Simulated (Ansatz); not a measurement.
The system is HfN.

```
Hf N
1.0
     0.00000    2.25600    2.25600
     2.25600    0.00000    2.25600
     2.25600    2.25600    0.00000
Hf N
1 1
Direct
  0.00000 0.00000 0.00000
  0.50000 0.50000 0.50000
```

Base run:

```yaml
Program: Ansatz 0.2.0
Functional: RPBE
Potentials_or_basis: all-electron LAPW, scalar-relativistic
Cutoff: 343 eV (chosen from the basis error)
Basis_error_allowed: 0.001 eV/atom
k_mesh: 10 × 10 × 10
Occupations: fermi-dirac, width 0.05 eV
Spin: no spin polarisation
```

Its results: pressure 11.3 GPa.

**Question.** After a change of settings the same cell gave: pressure -1.9 GPa. Which change was it?
A. functional from RPBE to PBEsol
B. functional from RPBE to BLYP
C. functional from RPBE to PBE; occupations from fermi-dirac, width 0.05 eV to gaussian, width 0.018 eV
D. functional from RPBE to LDA

**Answer.** A.

PBEsol binds more tightly than RPBE, so the same cell stands under less pressure.
